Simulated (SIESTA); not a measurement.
Runs of SIESTA 5.4.2 on Sn. It takes space group I4_1/amd (No. 141, tetragonal). Conventional cell: a = 5.880 Å, b = 5.880 Å, c = 3.199 Å, α = 90.00°, β = 90.00°, γ = 90.00°. Around Sn (site symmetry -4m2) lie 6 Sn at 3.05 to 3.20 Å. 

```csv
potentials or basis,gap on the mesh (eV),pressure (GPa)
"PseudoDojo 0.4 standard (PBE files), DZDP (energy shift 0.003 Ry; two zetas on semicore shells)",none,(a)
"PseudoDojo 0.4 standard (PBE files), DZ (energy shift 0.003 Ry; two zetas on semicore shells)",none,1.8
"PseudoDojo 0.4 standard (PBE files), TZDP (energy shift 0.003 Ry; two zetas on semicore shells)",none,1.8
"PseudoDojo 0.4 standard (PBE files), TZP (energy shift 0.003 Ry; two zetas on semicore shells)",none,2.0
"PseudoDojo 0.4 standard (PBE files), SZP (energy shift 0.003 Ry)",none,3.3
"PseudoDojo 0.4 standard (PBE files), SZ (energy shift 0.003 Ry)",none,(b)
"PseudoDojo 0.4 standard (PBE files), DZP (energy shift 0.003 Ry; two zetas on semicore shells)",none,2.2
```

Alike in all rows: task single point; level PBE; no spin polarisation; cell as given; k mesh 9 × 9 × 9; smearing fermi-dirac 0.05 eV; grid cutoff 500 Ry; energy shift 0.003 Ry.

Q: Estimate the missing entries.

A: (a) 2.1; (b) 5.6.

Caveats: the basis of atomic orbitals isn't converged, which shifts pressures, moduli and gaps; the basis has no polarisation orbitals (some runs).

A k mesh can miss the band edges, and the runs leave out spin-orbit coupling on Sn.

A gap of «none» marks a metal or a gap under the smearing width.
